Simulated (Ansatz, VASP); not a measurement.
# One calculation of Pd, two programs

```
Pd
1.0
     0.00000    1.92114    1.92114
     1.92114    0.00000    1.92114
     1.92114    1.92114    0.00000
Pd
1
Direct
  0.00000 0.00000 0.00000
```

Alike in both runs: task single point; functional LDA; k mesh 23 × 23 × 23; occupations fermi-dirac, width 0.1 eV; no spin polarisation.

```csv
,VASP,Ansatz
version,VASP 6.6.1,Ansatz 0.2.0
potentials or method,"VASP PAW LDA potentials, release 64 (Pd)","plane waves (420 eV) with PAW, scalar-relativistic"
plane-wave cutoff (eV),520,420
valence electrons in the cell,10,18
```

Ansatz gave:

| Property | Result |
| --- | --- |
| pressure (GPa) | -0.2 |

Task: Estimate VASP's values.

Result: Pressure (GPa): 0.1.

The two sets of potentials don't hold the same shells in valence. Ansatz warned: «pseudo_functional_mismatch».
